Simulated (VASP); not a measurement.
Wanted: the native input for a VASP 6.6.1 run.

* Task: relaxation of cell and atoms
* Functional: PBEsol
* Potentials or basis: VASP PAW PBE potentials, release 64 (Fe)
* Cutoff: 600 eV
* k mesh: 18 × 18 × 18
* Occupations: methfessel-paxton, width 0.1 eV
* Spin: collinear spin, ferromagnetic start
* Starting moments: [4.0] μB
* Further INCAR settings: ALGO = Normal; EDIFF = 1e-06; AMIX = 0.2; BMIX = 0.0001; IBRION = 2; EDIFFG = -0.01; NSW = 90; ISIF = 3

The structure of Fe lies in POSCAR:

```
Fe
1.0
   -1.4430000000      1.4430000000      1.4430000000
    1.4430000000     -1.4430000000      1.4430000000
    1.4430000000      1.4430000000     -1.4430000000
Fe
1
Direct
    0.0000000000      0.0000000000      0.0000000000
```

These files were run (other wordings do the same):

INCAR

```
SYSTEM = Fe
  PREC = Accurate
  ENCUT = 600
  EDIFF = 1E-6
  ISMEAR = 1
  SIGMA = 0.1
  LREAL = .False.
  LASPH = .True.
  NELM = 150
  ALGO = Normal
  ISIF = 3
  LWAVE = .False.
  LCHARG = .False.
  ISPIN = 2
  MAGMOM = 4
  LORBIT = 11
  LMAXMIX = 4
  GGA = PS
  IBRION = 2
  NSW = 90
  EDIFFG = -0.01
  AMIX = 0.2
  BMIX = 1E-4
  AMIX_MAG = 0.8
  BMIX_MAG = 1E-4
```

KPOINTS

```
Automatic mesh
0
Gamma
  18 18 18
  0 0 0
```

Potentials or basis: VASP PAW PBE potentials, release 64 (Fe).

The run is started by

```bash
$ cat potpaw_PBE.64/Fe/POTCAR > POTCAR
$ mpirun -np 1 vasp_std > vasp.out
```

Results of the run:

```
Relaxed volume                                        : 10.83 Å³/atom
Relaxed cell                                          : a = 2.414 Å, b = 2.414 Å, c = 2.414 Å, α = 109.47°, β = 109.47°, γ = 109.47°
Space group after relaxing (to 0.05 Å)                : Im-3m (No. 229)
Energy gained by relaxing                             : 76.7 meV/atom
Ionic steps                                           : 4
Pressure after relaxing                               : -0.1 GPa
Band gap on the k mesh                                : none (metal or under the smearing width)
Net moment                                            : 2.12 μB per cell
Site moments                                          : Fe +2.10 μB
Valence electrons inside the program's atomic spheres : Fe 7.38
```

Caveat: the PAW data sets were made with another functional, which shifts forces and pressure a little.

Run time: 57 s on 1 thread of Intel(R) Xeon(R) 6975P-C (Granite Rapids) (shared host), peak memory 0.18 GiB.
